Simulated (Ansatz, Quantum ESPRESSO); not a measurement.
This is a calculation of Zr (Zirconium) for Quantum ESPRESSO 7.5. 

File pw.in:

```
&CONTROL
  calculation = 'scf'
  prefix = 'pwscf'
  outdir = './tmp'
  pseudo_dir = './pseudo'
  tprnfor = .true.
  tstress = .true.
  disk_io = 'low'
/
&SYSTEM
  ibrav = 0
  celldm(1) = 8
  nat = 2
  ntyp = 1
  ecutwfc = 45
  ecutrho = 360
  nbnd = 19
  occupations = 'smearing'
  smearing = 'fd'
  degauss = 0.00367493
/
&ELECTRONS
  conv_thr = 4d-10
  electron_maxstep = 120
  mixing_beta = 0.5
/
ATOMIC_SPECIES
Zr    91.2240 zr_pbesol_v1.uspp.F.UPF
CELL_PARAMETERS alat
  0.7634493543488   0.0000000000000   0.0000000000000
 -0.3817246771744   0.6611665353615   0.0000000000000
  0.0000000000000   0.0000000000000   1.2158025454311
ATOMIC_POSITIONS crystal
Zr     0.6666666667    0.3333333333    0.7500000000
Zr     0.3333333333    0.6666666667    0.2500000000
K_POINTS automatic
9 9 5 0 0 0
```

pp_density.in

```
&INPUTPP
  prefix = 'pwscf'
  outdir = './tmp'
  filplot = 'density.dat'
  plot_num = 0
/
&PLOT
  nfile = 1
  filepp(1) = 'density.dat'
  iflag = 3
  output_format = 6
  fileout = 'density.cube'
/
```

File pp_potential.in:

```
&INPUTPP
  prefix = 'pwscf'
  outdir = './tmp'
  filplot = 'potential.dat'
  plot_num = 11
/
&PLOT
  nfile = 1
  filepp(1) = 'potential.dat'
  iflag = 3
  output_format = 6
  fileout = 'potential.cube'
/
```

Potentials or basis: GBRV 1.5 PBEsol.

Command:

```console
$ OMP_NUM_THREADS=1 mpirun -n 2 pw.x -nk 2 -in pw.in > pw.out
$ OMP_NUM_THREADS=1 mpirun -n 1 pp.x -in pp_density.in > pp_density.out
$ OMP_NUM_THREADS=1 mpirun -n 1 pp.x -in pp_potential.in > pp_potential.out
```

What does the same run look like in Ansatz 0.2.0? Potentials or basis there: Ansatz PAW, cutoff 420 eV.

As run (cutoffs and basis follow the program's own potentials, and thresholds, step limits or extra output files can differ):

Contents of input.yaml:

```yaml
crystal:
  lattice:
    - [3.232, 0.0, 0.0]
    - [-1.616, 2.798994105, 0.0]
    - [0.0, 0.0, 5.147]
  atoms:
    - { symbol: Zr, position: [0.6666666667, 0.3333333333, 0.75] }
    - { symbol: Zr, position: [0.3333333333, 0.6666666667, 0.25] }
hamiltonian:
  xc: pbesol
  pseudopotentials: { kind: paw }
kpoints:
  mp_grid: { grid: [9, 9, 5] }
scf:
  occupations: { method: fermi_dirac, width: 0.05 }
output:
  forces: true
  stress: true
  eigenvalues: true
```

Potentials or basis: Ansatz PAW.

Run with:

```bash
$ ansatz run input.yaml --threads 1 --pin off --max-ram 3584MiB --backend cpu --events-out ev --progress --plain --runs-dir out
```

Both were run:

|  | Quantum ESPRESSO | Ansatz |
| --- | --- | --- |
| Pressure | -3.3 GPa | -3.3 GPa |

Ansatz's pressure holds a Pulay term of +0.01 GPa for its cutoff of 420 eV, which the other run lacks.

Ansatz's potentials were made for PBE.

Where Ansatz's input types no cutoff or centring, it takes its own default and a Γ-centred mesh.

Pressure is positive in compression.
